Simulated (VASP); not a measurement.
Input of a VASP 6.6.1 run:

Contents of run.py:

```python
from ase.calculators.vasp import Vasp
from ase.spacegroup import crystal

atoms = crystal(
    ['Ir'],
    basis=[[0.0, 0.0, 0.0]],
    spacegroup=225,
    setting=1,
    cellpar=[3.88161631, 3.88161631, 3.88161631, 90.0, 90.0, 90.0],
    primitive_cell=True,
)
calc = Vasp(
    directory='calc',
    xc='pbe',
    pp='PBE',
    setups='minimal',
    prec='Accurate',
    encut=580,
    ediff=1e-06,
    ismear=1,
    sigma=0.1,
    lreal=False,
    lasph=True,
    nelm=100,
    algo='Normal',
    isif=3,
    lwave=False,
    lcharg=False,
    ivdw=11,
    ibrion=2,
    nsw=40,
    ediffg=-0.01,
    kpts=[12, 12, 12],
    gamma=True,
)
atoms.calc = calc

print('energy (eV):', atoms.get_potential_energy())
print('free energy (eV):', atoms.get_potential_energy(force_consistent=True))
print('forces (eV/A):')
print(atoms.get_forces())
print('stress (eV/A^3, Voigt):', atoms.get_stress())
print('Fermi level (eV):', calc.get_fermi_level())
print('cell (A, degrees):', atoms.cell.cellpar())
print('volume (A^3):', atoms.get_volume())
print('scaled positions:')
print(atoms.get_scaled_positions())
```

Potentials or basis: VASP PAW PBE potentials, release 64 (Ir).

Run with:

```console
$ python run.py
```

(1) What does it give for the space group after relaxing (to 0.05 Å)?

(2) Estimate the relaxed volume.

(3) What does it give for the relaxed cell?

(4) Estimate the band gap on the k mesh.

## Answers

(1) Fm-3m (No. 225).

(2) 14.12 Å³/atom.

(3) a = 2.713 Å, b = 2.713 Å, c = 2.713 Å, α = 60.00°, β = 60.00°, γ = 60.00°.

(4) none (metal or under the smearing width).

Caveat: pairwise dispersion overbinds metals, which lowers pressure and volume.
